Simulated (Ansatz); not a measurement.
## SiC (Moissanite) under changes of volume

One of the cells (10.341 Å³/atom); the others are scaled copies at fixed shape and fractional positions:

```xyz
4
Lattice="3.0760 0.0000 0.0000 -1.5380 2.6639 0.0000 0.0000 0.0000 5.0480" Properties=species:S:1:pos:R:3 pbc="T T T"
Si    1.5380    0.8880    2.5240
Si    0.0000    1.7759    0.0000
C     1.5380    0.8880    4.4675
C     0.0000    1.7759    1.9435
```

| Item | Value |
| --- | --- |
| Program | Ansatz 0.2.0 |
| Functional | revPBE |
| Dispersion | D4 |
| Potentials or basis | Ansatz PAW |
| Cutoff | 420 eV (not typed: the program's choice for these potentials) |
| k mesh | 10 × 10 × 5 |
| Occupations | fermi-dirac, width 0.05 eV |
| Spin | no spin polarisation |

```csv
volume (Å³/atom),energy over the lowest point (meV/atom),pressure (GPa),gap on the mesh (eV),largest force (eV/Å)
9.721,?,?,?,?
9.927,5.28,6.6,2.44,0.814
10.134,0.00,1.7,2.47,0.776
10.341,0.75,-2.8,2.51,0.739
10.548,6.96,-6.8,2.54,0.703
10.755,18.08,-10.4,2.55,0.669
10.961,33.61,-13.6,2.52,0.635
```

Task: What does the run at 9.721 Å³/atom give?

Result: Energy over the lowest point 17.28 meV/atom; pressure 12.1 GPa; gap on the mesh 2.40 eV; largest force 0.855 eV/Å.

Worked out: A Birch-Murnaghan fit of order 3 (a polynomial in V^(-2/3)) to the other rows has its minimum at 10.21 Å³/atom with B0 = V·E''(V) = 222 GPa and B' = 3.9 at fixed shape and positions, which overstates the stiffness. It gives 17.14 meV/atom at 9.721 Å³/atom, against the run's 17.28, and -dE/dV = 12.0 GPa, against 12.1. A parabola through the other rows of the gap, of slope 3.56 eV per unit of ln V there, extrapolates to 2.37 eV, against the run's 2.40.

Energies are extrapolated to zero smearing.

Caveats: odd divisions of the mesh miss points on the zone boundary, where band edges often lie, so the gap on the mesh can be too wide; the PAW data sets come from PBE, with cores solved anew for the run's functional, which leaves a small shift of forces and pressure.

A mesh can miss the band edges.
